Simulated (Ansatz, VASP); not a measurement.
# CdTe, level by level in two programs

```
CELL_PARAMETERS angstrom
0.00000 3.22623 3.22623
3.22623 0.00000 3.22623
3.22623 3.22623 0.00000
ATOMIC_POSITIONS crystal
Te 0.75000 0.75000 0.75000
Cd 0.00000 0.00000 0.00000
```

Single points on this cell with VASP 6.6.1 and Ansatz 0.2.0. Each row is one pair of runs. Alike in all rows: spin: off; k mesh: 7 × 7 × 7; smearing: fermi-dirac, width 0.05 eV; VASP's potentials, cutoff: VASP PAW PBE potentials, release 64 (Te, Cd), 520 eV; Ansatz's potentials, cutoff: Ansatz PAW, 420 eV.

```csv
level,"gap on the k mesh at the Fermi level (eV), VASP","gap on the k mesh at the Fermi level (eV), Ansatz","least direct gap on the mesh (eV), VASP","least direct gap on the mesh (eV), Ansatz","pressure (GPa), VASP","pressure (GPa), Ansatz"
PBEsol,0.70,0.70,0.70,0.70,0.9,0.7
RPBE+D3(BJ),0.96,0.96,0.96,0.96,-3.6,-3.7
revPBE+D4,0.92,0.92,0.92,0.92,1.3,1.2
```

Gap on the k mesh at the fermi level (eV): the two programs differ by at most 0.004; least direct gap on the mesh (eV): the two programs differ by at most 0.004; pressure (GPa): the two programs differ by at most 0.17.

Caveats: spin-orbit coupling is left out, which moves the levels of the heavy elements; the PAW data sets were made with another functional, which shifts forces and pressure a little (VASP); odd divisions of the mesh miss points on the zone boundary, where band edges often lie, so the gap on the mesh can be too wide (Ansatz); the PAW data sets come from PBE, with cores solved anew for the run's functional, which leaves a small shift of forces and pressure (Ansatz).
